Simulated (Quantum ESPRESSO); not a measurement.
# TiSi2 (Cmcm) in Quantum ESPRESSO: band structure with PBEsol

Aim: the band structure of TiSi2 with PBEsol.

Program: Quantum ESPRESSO 7.5. These are calculated values, not measurements. Logs are shortened: lines on timing, memory, paths and dates and some standing lists are left out, and cuts for length are marked.

## 1. Starting point

The structure is orthorhombic, space group Cmcm (No. 63). Conventional cell: a = 3.530 Å, b = 13.519 Å, c = 3.565 Å, α = 90.00°, β = 90.00°, γ = 90.00°. Around Ti (site symmetry m2m) lie 10 Si at 2.58 to 2.81 Å. Si (site symmetry m2m) has 4 Si at 2.51 Å and 4 Ti at 2.66 to 2.67 Å as nearest neighbours. Around Si (site symmetry m2m) lie 2 Si at 2.38 Å and 4 Ti at 2.58 Å.

The cell comes from a database or a generator and needn't be the stable form of this composition.

## 2. Band structure, PBEsol

pw.in

```
&CONTROL
  calculation = 'scf'
  prefix = 'pwscf'
  outdir = './tmp'
  pseudo_dir = './pseudo'
  tprnfor = .true.
  tstress = .true.
  disk_io = 'low'
/
&SYSTEM
  ibrav = 0
  celldm(1) = 8
  nat = 6
  ntyp = 2
  ecutwfc = 45
  ecutrho = 360
  nbnd = 28
  occupations = 'smearing'
  smearing = 'fd'
  degauss = 0.00367493
/
&ELECTRONS
  conv_thr = 1.2d-09
  electron_maxstep = 120
  mixing_beta = 0.5
/
ATOMIC_SPECIES
Ti    47.8670 ti_pbesol_v1.4.uspp.F.UPF
Si    28.0850 si_pbesol_v1.uspp.F.UPF
CELL_PARAMETERS alat
  0.4169456348063  -1.5966488625488   0.0000000000000
  0.4169456348063   1.5966488625488   0.0000000000000
  0.0000000000000   0.0000000000000   0.8421502987431
ATOMIC_POSITIONS crystal
Ti     0.1031180800    0.8968819200    0.2500000000
Ti     0.8968819200    0.1031180800    0.7500000000
Si     0.7503148200    0.2496851800    0.2500000000
Si     0.2496851800    0.7503148200    0.7500000000
Si     0.4417485500    0.5582514500    0.2500000000
Si     0.5582514500    0.4417485500    0.7500000000
K_POINTS automatic
8 8 8 0 0 0
```

bands.in

```
&CONTROL
  calculation = 'bands'
  prefix = 'pwscf'
  outdir = './tmp'
  pseudo_dir = './pseudo'
  disk_io = 'low'
  verbosity = 'high'
/
&SYSTEM
  ibrav = 0
  celldm(1) = 8
  nat = 6
  ntyp = 2
  ecutwfc = 45
  ecutrho = 360
  nbnd = 28
  occupations = 'smearing'
  smearing = 'fd'
  degauss = 0.00367493
/
&ELECTRONS
  conv_thr = 1d-08
  electron_maxstep = 120
  mixing_beta = 0.5
  diago_full_acc = .true.
  startingwfc = 'random'
/
ATOMIC_SPECIES
Ti    47.8670 ti_pbesol_v1.4.uspp.F.UPF
Si    28.0850 si_pbesol_v1.uspp.F.UPF
CELL_PARAMETERS alat
  0.4169456348063  -1.5966488625488   0.0000000000000
  0.4169456348063   1.5966488625488   0.0000000000000
  0.0000000000000   0.0000000000000   0.8421502987431
ATOMIC_POSITIONS crystal
Ti     0.1031180800    0.8968819200    0.2500000000
Ti     0.8968819200    0.1031180800    0.7500000000
Si     0.7503148200    0.2496851800    0.2500000000
Si     0.2496851800    0.7503148200    0.7500000000
Si     0.4417485500    0.5582514500    0.2500000000
Si     0.5582514500    0.4417485500    0.7500000000
K_POINTS crystal
60
 0.0000000000  0.0000000000  0.0000000000 1
 0.0445080432  0.0445080432  0.0000000000 1
 0.0890160864  0.0890160864  0.0000000000 1
 0.1335241296  0.1335241296  0.0000000000 1
 0.1780321728  0.1780321728  0.0000000000 1
 0.2225402160  0.2225402160  0.0000000000 1
 0.2670482592  0.2670482592  0.0000000000 1
 0.0000000000  0.5000000000  0.0000000000 1
 0.0000000000  0.5000000000  0.1000000000 1
 0.0000000000  0.5000000000  0.2000000000 1
 0.0000000000  0.5000000000  0.3000000000 1
 0.0000000000  0.5000000000  0.4000000000 1
 0.0000000000  0.5000000000  0.5000000000 1
 0.2670482592  0.2670482592  0.5000000000 1
 0.2225402160  0.2225402160  0.5000000000 1
 0.1780321728  0.1780321728  0.5000000000 1
 0.1335241296  0.1335241296  0.5000000000 1
 0.0890160864  0.0890160864  0.5000000000 1
 0.0445080432  0.0445080432  0.5000000000 1
 0.0000000000  0.0000000000  0.5000000000 1
 0.0000000000  0.0000000000  0.4166666667 1
 0.0000000000  0.0000000000  0.3333333333 1
 0.0000000000  0.0000000000  0.2500000000 1
 0.0000000000  0.0000000000  0.1666666667 1
 0.0000000000  0.0000000000  0.0833333333 1
 0.0000000000  0.0000000000  0.0000000000 1
-0.1666666667  0.1666666667  0.0000000000 1
-0.3333333333  0.3333333333  0.0000000000 1
-0.5000000000  0.5000000000  0.0000000000 1
-0.4611747099  0.5388252901  0.0000000000 1
-0.4223494197  0.5776505803  0.0000000000 1
-0.3835241296  0.6164758704  0.0000000000 1
-0.3446988395  0.6553011605  0.0000000000 1
-0.3058735493  0.6941264507  0.0000000000 1
-0.2670482592  0.7329517408  0.0000000000 1
-0.2670482592  0.7329517408  0.0833333333 1
-0.2670482592  0.7329517408  0.1666666667 1
-0.2670482592  0.7329517408  0.2500000000 1
-0.2670482592  0.7329517408  0.3333333333 1
-0.2670482592  0.7329517408  0.4166666667 1
-0.2670482592  0.7329517408  0.5000000000 1
-0.3003270793  0.6996729207  0.5000000000 1
-0.3336058994  0.6663941006  0.5000000000 1
-0.3668847195  0.6331152805  0.5000000000 1
-0.4001635397  0.5998364603  0.5000000000 1
-0.4334423598  0.5665576402  0.5000000000 1
-0.4667211799  0.5332788201  0.5000000000 1
-0.5000000000  0.5000000000  0.5000000000 1
-0.5000000000  0.5000000000  0.4375000000 1
-0.5000000000  0.5000000000  0.3750000000 1
-0.5000000000  0.5000000000  0.3125000000 1
-0.5000000000  0.5000000000  0.2500000000 1
-0.5000000000  0.5000000000  0.1875000000 1
-0.5000000000  0.5000000000  0.1250000000 1
-0.5000000000  0.5000000000  0.0625000000 1
-0.5000000000  0.5000000000  0.0000000000 1
 0.0000000000  0.0000000000  0.5000000000 1
-0.1666666667  0.1666666667  0.5000000000 1
-0.3333333333  0.3333333333  0.5000000000 1
-0.5000000000  0.5000000000  0.5000000000 1
```

Potentials or basis: GBRV 1.5 PBEsol.

The run is started by

```
$ OMP_NUM_THREADS=1 mpirun -n 2 pw.x -nk 2 -in pw.in > pw.out
$ OMP_NUM_THREADS=1 mpirun -n 2 pw.x -nk 2 -in bands.in > bands.out
```

pw.out:

```text
This program is part of the open-source Quantum ESPRESSO suite
     for quantum simulation of materials; please cite
[... 6 lines left out ...]
     using ibrav=0 with symmetry is DISCOURAGED, use correct ibrav instead

     K-points division:     npool     =       2
     Subspace diagonalization in iterative solution of the eigenvalue problem:
     a serial algorithm will be used

     G-vector sticks info
     --------------------
     sticks:   dense  smooth     PW     G-vecs:    dense   smooth      PW
     Sum        2441    1229    411                66185    23453    4547

     Using Slab Decomposition

     bravais-lattice index     =            0
     lattice parameter (alat)  =       8.0000  a.u.
     unit-cell volume          =     574.0879 (a.u.)^3
     number of atoms/cell      =            6
     number of atomic types    =            2
     number of electrons       =        40.00
     number of Kohn-Sham states=           28
     kinetic-energy cutoff     =      45.0000  Ry
     charge density cutoff     =     360.0000  Ry
     scf convergence threshold =      1.2E-09
     mixing beta               =       0.5000
     number of iterations used =            8  plain     mixing
     Exchange-correlation= SLA  PW   PSX  PSC
                           (   1   4  10   8   0   0   0)

     celldm(1)=   8.000000  celldm(2)=   0.000000  celldm(3)=   0.000000
     celldm(4)=   0.000000  celldm(5)=   0.000000  celldm(6)=   0.000000

     crystal axes: (cart. coord. in units of alat)
               a(1) = (   0.416946  -1.596649   0.000000 )
               a(2) = (   0.416946   1.596649   0.000000 )
               a(3) = (   0.000000   0.000000   0.842150 )

     reciprocal axes: (cart. coord. in units 2 pi/alat)
               b(1) = (  1.199197 -0.313156  0.000000 )
               b(2) = (  1.199197  0.313156 -0.000000 )
               b(3) = ( -0.000000  0.000000  1.187436 )

     PseudoPot. # 1 for Ti read from file:
     ti_pbesol_v1.4.uspp.F.UPF
     Pseudo is Ultrasoft + core correction, Zval = 12.0
     Generated by new atomic code, or converted to UPF format
     Using radial grid of  851 points,  6 beta functions with:
                l(1) =   0
                l(2) =   0
                l(3) =   1
                l(4) =   1
                l(5) =   2
                l(6) =   2
     Q(r) pseudized with  6 coefficients,  rinner =    1.000   1.000   1.000
                                                       1.000   1.000

     PseudoPot. # 2 for Si read from file:
     si_pbesol_v1.uspp.F.UPF
     Pseudo is Ultrasoft + core correction, Zval =  4.0
     Generated by new atomic code, or converted to UPF format
     Using radial grid of  899 points,  6 beta functions with:
                l(1) =   0
                l(2) =   0
                l(3) =   1
                l(4) =   1
                l(5) =   2
                l(6) =   2
     Q(r) pseudized with  8 coefficients,  rinner =    0.900   0.900   0.900
                                                       0.900   0.900

     atomic species   valence    mass     pseudopotential
     Ti               12.00    47.86700     Ti( 1.00)
     Si                4.00    28.08500     Si( 1.00)

      8 Sym. Ops., with inversion, found ( 4 have fractional translation)

   Cartesian axes

     site n.     atom                  positions (alat units)
         1        Ti     tau(   1) = (   0.4169456   1.2673621   0.2105376  )
         2        Ti     tau(   2) = (   0.4169456  -1.2673621   0.6316127  )
         3        Si     tau(   3) = (   0.4169456  -0.7993297   0.2105376  )
         4        Si     tau(   4) = (   0.4169456   0.7993297   0.6316127  )
         5        Si     tau(   5) = (   0.4169456   0.1860142   0.2105376  )
         6        Si     tau(   6) = (   0.4169456  -0.1860142   0.6316127  )

     number of k points=   105  Fermi-Dirac smearing, width (Ry)=  0.0037

     Number of k-points >= 100: set verbosity='high' to print them.

     Dense  grid:    66185 G-vectors     FFT dimensions: (  80,  80,  48)

     Smooth grid:    23453 G-vectors     FFT dimensions: (  60,  60,  30)

     Check: negative core charge=   -0.000006

     Initial potential from superposition of free atoms

     starting charge      37.9973, renormalised to      40.0000

     negative rho (up, down):  2.175E-03 0.000E+00
     Starting wfcs are   36 randomized atomic wfcs

     Self-consistent Calculation

     iteration #  1     ecut=    45.00 Ry     beta= 0.50
     Davidson diagonalization with overlap
     ethr =  1.00E-02,  avg # of iterations =  3.5

     negative rho (up, down):  1.972E-03 0.000E+00

     total energy              =    -276.67806238 Ry
     estimated scf accuracy    <       0.40580919 Ry

     iteration #  2     ecut=    45.00 Ry     beta= 0.50
     Davidson diagonalization with overlap
     ethr =  1.01E-03,  avg # of iterations =  3.5

     negative rho (up, down):  1.731E-03 0.000E+00

     total energy              =    -276.74430704 Ry
     estimated scf accuracy    <       0.43846966 Ry

     iteration #  3     ecut=    45.00 Ry     beta= 0.50
     Davidson diagonalization with overlap
     ethr =  1.01E-03,  avg # of iterations =  2.0

     negative rho (up, down):  1.485E-03 0.000E+00

     total energy              =    -276.81467885 Ry
     estimated scf accuracy    <       0.04391411 Ry

     iteration #  4     ecut=    45.00 Ry     beta= 0.50
     Davidson diagonalization with overlap
     ethr =  1.10E-04,  avg # of iterations =  4.1

     negative rho (up, down):  1.353E-03 0.000E+00

     total energy              =    -276.82297427 Ry
     estimated scf accuracy    <       0.02721259 Ry

     iteration #  5     ecut=    45.00 Ry     beta= 0.50
     Davidson diagonalization with overlap
     ethr =  6.80E-05,  avg # of iterations =  2.1

     negative rho (up, down):  1.287E-03 0.000E+00

     total energy              =    -276.82594736 Ry
     estimated scf accuracy    <       0.00085862 Ry

     iteration #  6     ecut=    45.00 Ry     beta= 0.50
     Davidson diagonalization with overlap
     c_bands:  1 eigenvalues not converged
     c_bands:  1 eigenvalues not converged
     c_bands:  1 eigenvalues not converged
     ethr =  2.15E-06,  avg # of iterations =  7.8

     negative rho (up, down):  1.246E-03 0.000E+00

     total energy              =    -276.82642368 Ry
     estimated scf accuracy    <       0.00094367 Ry

     iteration #  7     ecut=    45.00 Ry     beta= 0.50
     Davidson diagonalization with overlap
     ethr =  2.15E-06,  avg # of iterations =  2.2

     negative rho (up, down):  1.236E-03 0.000E+00

     total energy              =    -276.82652650 Ry
     estimated scf accuracy    <       0.00003766 Ry

     iteration #  8     ecut=    45.00 Ry     beta= 0.50
     Davidson diagonalization with overlap
     ethr =  9.41E-08,  avg # of iterations =  4.2

     negative rho (up, down):  1.236E-03 0.000E+00

     total energy              =    -276.82654958 Ry
     estimated scf accuracy    <       0.00001207 Ry

     iteration #  9     ecut=    45.00 Ry     beta= 0.50
     Davidson diagonalization with overlap
     ethr =  3.02E-08,  avg # of iterations =  2.0

     negative rho (up, down):  1.236E-03 0.000E+00

     total energy              =    -276.82655067 Ry
     estimated scf accuracy    <       0.00000105 Ry

     iteration # 10     ecut=    45.00 Ry     beta= 0.50
     Davidson diagonalization with overlap
     ethr =  2.63E-09,  avg # of iterations =  4.0

     negative rho (up, down):  1.236E-03 0.000E+00

     total energy              =    -276.82655110 Ry
     estimated scf accuracy    <       0.00000008 Ry

     iteration # 11     ecut=    45.00 Ry     beta= 0.50
     Davidson diagonalization with overlap
     ethr =  1.93E-10,  avg # of iterations =  3.1

     negative rho (up, down):  1.236E-03 0.000E+00

     total energy              =    -276.82655112 Ry
     estimated scf accuracy    <          9.2E-09 Ry

     iteration # 12     ecut=    45.00 Ry     beta= 0.50
     Davidson diagonalization with overlap
     ethr =  2.29E-11,  avg # of iterations =  3.6

     negative rho (up, down):  1.236E-03 0.000E+00

     End of self-consistent calculation

     Number of k-points >= 100: set verbosity='high' to print the bands.

     the Fermi energy is    12.8638 ev

!    total energy              =    -276.82655112 Ry
     estimated scf accuracy    <          1.0E-10 Ry
     smearing contrib. (-TS)   =      -0.00088016 Ry
     internal energy E=F+TS    =    -276.82567096 Ry

     The total energy is F=E-TS. E is the sum of the following terms:
     one-electron contribution =     -94.38413786 Ry
     hartree contribution      =      65.48146364 Ry
     xc contribution           =     -53.45896461 Ry
     ewald contribution        =    -194.46403213 Ry

     convergence has been achieved in  12 iterations

     negative rho (up, down):  1.236E-03 0.000E+00

     Forces acting on atoms (cartesian axes, Ry/au):

     atom    1 type  1   force =    -0.00000000    0.00018213   -0.00000000
     atom    2 type  1   force =     0.00000000   -0.00018213    0.00000000
     atom    3 type  2   force =    -0.00000000   -0.00042193    0.00000000
     atom    4 type  2   force =     0.00000000    0.00042193    0.00000000
     atom    5 type  2   force =    -0.00000000    0.00778962    0.00000000
     atom    6 type  2   force =    -0.00000000   -0.00778962    0.00000000

     Total force =     0.011035     Total SCF correction =     0.000051

     Computing stress (Cartesian axis) and pressure

     negative rho (up, down):  1.236E-03 0.000E+00
          total   stress  (Ry/bohr**3)                   (kbar)     P=      -22.18
  -0.00015895   0.00000000   0.00000000          -23.38        0.00        0.00
  -0.00000000  -0.00017374   0.00000000           -0.00      -25.56        0.00
   0.00000000   0.00000000  -0.00011966            0.00        0.00      -17.60

=------------------------------------------------------------------------------=
   JOB DONE.
=------------------------------------------------------------------------------=
```

Wall time 2 min (2 MPI ranks of Intel Xeon 6975P-C (Granite Rapids), shared host); peak memory 0.5 GiB.

What came out:

```yaml
Free_energy: -3766.4171 eV
Pressure: -2.2 GPa
Largest_force: 0.200 eV/Å
Band_gap_on_the_k_mesh: none (metal or under the smearing width)
```

Forces on the atoms (eV/Å):
```
Ti   0.000  0.005  0.000
Ti   0.000 -0.005  0.000
Si   0.000 -0.011  0.000
Si   0.000  0.011  0.000
Si   0.000  0.200  0.000
Si   0.000 -0.200  0.000
```

Levels at the corners of the path, in eV from the Fermi level:
```
point  band 17  band 18  band 19  band 20  band 21  band 22  band 23  band 24
    Γ    -2.18    -2.09    -2.08     0.47     0.71     0.82     0.88     1.35
    X    -1.74    -1.14    -0.80    -0.74    -0.23     1.14     1.40     1.54
    S    -1.67    -1.48    -0.69    -0.57    -0.55     1.16     1.47     1.64
    R    -3.22    -3.22    -2.46    -2.46     1.74     1.74     1.86     1.86
    A    -3.37    -3.37    -2.37    -2.37     1.79     1.79     1.86     1.86
    Z    -1.65    -1.65    -0.04    -0.04     0.83     0.83     1.48     1.48
    Γ    -2.18    -2.09    -2.08     0.47     0.71     0.82     0.88     1.35
    Y    -2.56    -1.95    -1.20     0.39     0.64     0.74     0.92     1.13
   X1    -1.74    -1.14    -0.80    -0.74    -0.23     1.14     1.40     1.54
   A1    -3.37    -3.37    -2.37    -2.37     1.79     1.79     1.86     1.86
    T    -2.04    -2.04    -0.88    -0.88     0.46     0.46     1.65     1.65
    Y    -2.56    -1.95    -1.20     0.39     0.64     0.74     0.92     1.13
    Z    -1.65    -1.65    -0.04    -0.04     0.83     0.83     1.48     1.48
    T    -2.04    -2.04    -0.88    -0.88     0.46     0.46     1.65     1.65
```

## 3. The reference run

An earlier run on the cell as given: functional PBEsol; potentials or basis GBRV 1.5 PBEsol; cutoff 612 eV; density cutoff 4898 eV; k mesh 8 × 8 × 8; occupations fermi-dirac, width 0.05 eV; no spin polarisation.

- Pressure: -2.2 GPa
- Largest force: 0.200 eV/Å
- Band gap on the k mesh: none (metal or under the smearing width)
